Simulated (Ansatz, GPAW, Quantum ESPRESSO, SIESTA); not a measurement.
## MgB2: programs and potentials compared

```
Mg B
1.0
     3.08500    0.00000    0.00000
    -1.54250    2.67169    0.00000
     0.00000    0.00000    3.52300
Mg B
1 2
Direct
  0.00000 0.00000 0.00000
  0.66667 0.33333 0.50000
  0.33333 0.66667 0.50000
```

Alike in all runs: task band structure; functional PBE; k mesh 10 × 10 × 8; occupations fermi-dirac, width 0.05 eV; no spin polarisation; no spin-orbit coupling. Pressure is positive in compression and, in plane waves, holds the error of the finite cutoff.

| program and potentials | plane-wave cutoff (eV) | notes | pressure (GPa) |
| --- | --- | --- | --- |
| SIESTA, files PseudoDojo sr-pbe-0.4.1-standard, DZP (energy shift 0.003 Ry; two zetas on semicore shells) | - | atomic basis | 4.12 |
| Ansatz, all-electron LAPW, scalar-relativistic | - | - | -0.95 |
| Quantum ESPRESSO, PseudoDojo 0.4.1 SR PBE standard | 1143 | - | -0.91 |
| GPAW, GPAW PAW data sets (gpaw-data 1.2.1) | 800 | - | -1.17 |

The pressure spans -1.17 (GPAW, GPAW PAW data sets (gpaw-data 1.2.1)) to 4.12 GPa (SIESTA, files PseudoDojo sr-pbe-0.4.1-standard, DZP (energy shift 0.003 Ry; two zetas on semicore shells)), with all-electron results at -0.95. Rows in atomic bases carry the error of their basis and grid, which can be large.

The functional is the same throughout but for its coding, so the spread measures potentials, basis and numerics; runs on potential files found faulty are left out.

At this fixed cell, the all-electron, Quantum ESPRESSO and GPAW runs all give a slight tension, so PBE would contract the lattice a little. SIESTA alone reverses the sign, with 4.12 GPa against -0.91 GPa for Quantum ESPRESSO. Since both use the same PseudoDojo family, this gap probably comes from how the localised orbitals describe the boron sheets and the charge between the layers, rather than from the potentials. The close match between Quantum ESPRESSO and the all-electron result supports those potentials for the pressure at this volume, though not automatically for other properties.

The boron sheets are held together by stiff, covalent sigma bonds, while bonding along the stacking axis is softer and has more ionic and metallic character. A small strain in the sheets therefore produces a considerable stress, and even the SIESTA offset need not mean a large error in the lattice constants. A single scalar pressure does not show how the stress divides between the sheet plane and the stacking axis.
